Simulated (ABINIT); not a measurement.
P:

```xyz
4
Lattice="1.6477 -5.4650 0.0000 1.6477 5.4650 0.0000 0.0000 0.0000 4.5436" Properties=species:S:1:pos:R:3 pbc="T T T"
P     1.6477   -4.4173    2.6754
P     1.6477    4.4173    1.8683
P     1.6477   -1.0477    0.4035
P     1.6477    1.0477    4.1401
```

Base run:

* Program: ABINIT 10.8.3 (patched build)
* Functional: PBEsol
* Potentials or basis: JTH PAW PBE v2.0
* Cutoff: 544 eV
* k mesh: 6 × 6 × 5
* Occupations: fermi-dirac, width 0.05 eV
* Spin: no spin polarisation

Its results: band gap on the k mesh none (metal or under the smearing width); pressure -0.5 GPa; largest force 0.313 eV/Å.

Q: The run is repeated on the same cell with these changes: functional from PBEsol to PBE. What comes out?

A: Band gap on the k mesh 0.10 eV, direct; pressure 1.9 GPa; largest force 0.329 eV/Å.

PBE binds less tightly than PBEsol, so the same cell stands under more pressure.

Caveats: the PAW data sets were made with another functional, which shifts forces and pressure a little (some runs); an odd mesh through Γ misses points on the zone boundary, where band edges often lie (some runs).

Not every run made on this cell is shown here.
